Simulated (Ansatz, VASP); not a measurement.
Given: the input of a run of VASP 6.6.1 on TiSi2. The cell comes from a database or a generator and needn't be the stable form of this composition.

The input INCAR:

```
SYSTEM = TiSi2
ALGO = Normal ; EDIFF = 1E-7
ENCUT = 520 ; GGA = PE
ISIF = 2 ; ISMEAR = -1
LASPH = .True. ; LCHARG = .True.
LELF = .True. ; LREAL = .False.
LVHAR = .True. ; LWAVE = .False.
NBANDS = 17 ; NELM = 60
PREC = Accurate ; SIGMA = 0.05
```

File KPOINTS:

```
k-points
0
Gamma
  7 7 10
  0 0 0
```

File POSCAR:

```
TiSi2
1.0
    4.3746400000      0.0000000000      0.0000000000
   -2.1873200000      3.7885500000      0.0000000000
    0.0000000000      0.0000000000      2.5610100000
Ti Si
1 2
Direct
    0.0000000000      0.0000000000      0.0000000000
    0.3333300000      0.6666700000      0.5000000000
    0.6666700000      0.3333300000      0.5000000000
```

Potentials or basis: VASP PAW PBE potentials, release 64 (Ti_sv, Si).

Run with:

```bash
$ cat potpaw_PBE.64/Ti_sv/POTCAR potpaw_PBE.64/Si/POTCAR > POTCAR
$ mpirun -np 1 vasp_std > vasp.out
```

Question: What does the same run look like in Ansatz 0.2.0? Potentials or basis there: Ansatz PAW, cutoff 420 eV.

Answer: As run (cutoffs and basis follow the program's own potentials, and thresholds, step limits or extra output files can differ):

input.yaml

```yaml
crystal:
  lattice:
    - [4.37464, 0.0, 0.0]
    - [-2.18732, 3.78855, 0.0]
    - [0.0, 0.0, 2.56101]
  atoms:
    - { symbol: Ti, position: [0.0, 0.0, 0.0] }
    - { symbol: Si, position: [0.33333, 0.66667, 0.5] }
    - { symbol: Si, position: [0.66667, 0.33333, 0.5] }
hamiltonian:
  xc: pbe
  pseudopotentials: { kind: paw }
kpoints:
  mp_grid: { grid: [7, 7, 10] }
scf:
  occupations: { method: fermi_dirac, width: 0.05 }
output:
  forces: true
  stress: true
  eigenvalues: true
  write_density: true
  write_potential: true
  elf: true
  volumetric_format: npy
```

Potentials or basis: Ansatz PAW.

Command:

```sh
$ ansatz run input.yaml --threads 1 --pin off --max-ram 3584MiB --backend cpu --events-out ev --progress --plain --runs-dir out
```

Both were run:

|  | VASP | Ansatz |
| --- | --- | --- |
| Pressure | -0.2 GPa | -0.2 GPa |

Ansatz's pressure holds a Pulay term of +0.03 GPa for its cutoff of 420 eV, which the other run lacks.

Where Ansatz's input types no cutoff or centring, it takes its own default and a Γ-centred mesh.

Pressure is positive in compression.
